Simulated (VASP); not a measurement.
# La: band structure with PBEsol

Crystal: La.

```
La
1.0
     3.66872    0.00000    0.00000
    -1.83436    3.17721    0.00000
     0.00000    0.00000    5.92928
La
2
Direct
  0.33333 0.66667 0.25000
  0.66667 0.33333 0.75000
```

This isn't the form of La at room conditions, which is double hcp.

- Program: VASP 6.6.1
- Task: band structure
- Functional: PBEsol
- Potentials or basis: VASP PAW PBE potentials, release 64 (La)
- Cutoff: 520 eV
- k mesh: 12 × 12 × 6
- Occupations: methfessel-paxton, width 0.1 eV
- Spin: no spin polarisation
- Further INCAR settings: ALGO = Normal; EDIFF = 1e-07; NBANDS = 18

- Pressure: 0.0 GPa
- Band gap along the path: none (metal or under the smearing width)

Levels at the corners of the path, in eV from the Fermi level:
| point | band 7 | band 8 | band 9 | band 10 | band 11 | band 12 | band 13 | band 14 | band 15 | band 16 |
| --- | --- | --- | --- | --- | --- | --- | --- | --- | --- | --- |
| Γ | -15.51 | -15.47 | -3.16 | -1.85 | 1.14 | 1.38 | 1.38 | 1.68 | 1.78 | 1.80 |
| M | -15.91 | -15.72 | -1.77 | -1.24 | -1.17 | 1.27 | 1.44 | 1.48 | 1.61 | 2.04 |
| M | -15.91 | -15.72 | -1.77 | -1.24 | -1.17 | 1.27 | 1.44 | 1.48 | 1.61 | 2.04 |
| K | -16.17 | -16.17 | -1.46 | 0.17 | 0.17 | 0.40 | 0.95 | 0.95 | 1.79 | 1.79 |
| K | -16.17 | -16.17 | -1.46 | 0.17 | 0.17 | 0.40 | 0.95 | 0.95 | 1.79 | 1.79 |
| Γ | -15.51 | -15.47 | -3.16 | -1.85 | 1.14 | 1.38 | 1.38 | 1.68 | 1.78 | 1.80 |
| Γ | -15.51 | -15.47 | -3.16 | -1.85 | 1.14 | 1.38 | 1.38 | 1.68 | 1.78 | 1.80 |
| A | -15.63 | -15.63 | -1.80 | -1.80 | 0.69 | 0.69 | 1.43 | 1.43 | 1.43 | 1.43 |
| A | -15.63 | -15.63 | -1.80 | -1.80 | 0.69 | 0.69 | 1.43 | 1.43 | 1.43 | 1.43 |
| L | -15.93 | -15.93 | -1.78 | -1.78 | -0.47 | -0.47 | 1.75 | 1.75 | 1.93 | 1.93 |
| L | -15.93 | -15.93 | -1.78 | -1.78 | -0.47 | -0.47 | 1.75 | 1.75 | 1.93 | 1.93 |
| H | -15.78 | -15.78 | -0.71 | -0.71 | -0.22 | -0.22 | 1.12 | 1.12 | 1.64 | 1.64 |
| H | -15.78 | -15.78 | -0.71 | -0.71 | -0.22 | -0.22 | 1.12 | 1.12 | 1.64 | 1.64 |
| A | -15.63 | -15.63 | -1.80 | -1.80 | 0.69 | 0.69 | 1.43 | 1.43 | 1.43 | 1.43 |
| L | -15.93 | -15.93 | -1.78 | -1.78 | -0.47 | -0.47 | 1.75 | 1.75 | 1.93 | 1.93 |
| M | -15.91 | -15.72 | -1.77 | -1.24 | -1.17 | 1.27 | 1.44 | 1.48 | 1.61 | 2.04 |
| K | -16.17 | -16.17 | -1.46 | 0.17 | 0.17 | 0.40 | 0.95 | 0.95 | 1.79 | 1.79 |
| H | -15.78 | -15.78 | -0.71 | -0.71 | -0.22 | -0.22 | 1.12 | 1.12 | 1.64 | 1.64 |

Core levels (eV, on the scale of the bands):
```tsv
atom	levels
1 La	1s -38725.7, 2s -6151.1, 2p -5510.6, 3s -1303.3, 3p -1098.9, 3d -805.5, 4s -250.9, 4p -184.4, 4d -88.4
2 La	1s -38725.7, 2s -6151.1, 2p -5510.6, 3s -1303.3, 3p -1098.9, 3d -805.5, 4s -250.9, 4p -184.4, 4d -88.4
```

It took 120 s on 1 thread of Intel(R) Xeon(R) 6975P-C (Granite Rapids) (shared host), peak memory 0.28 GiB.

Caveat: the PAW data sets were made with another functional, which shifts forces and pressure a little; spin-orbit coupling is left out, which moves the levels of the heavy elements.
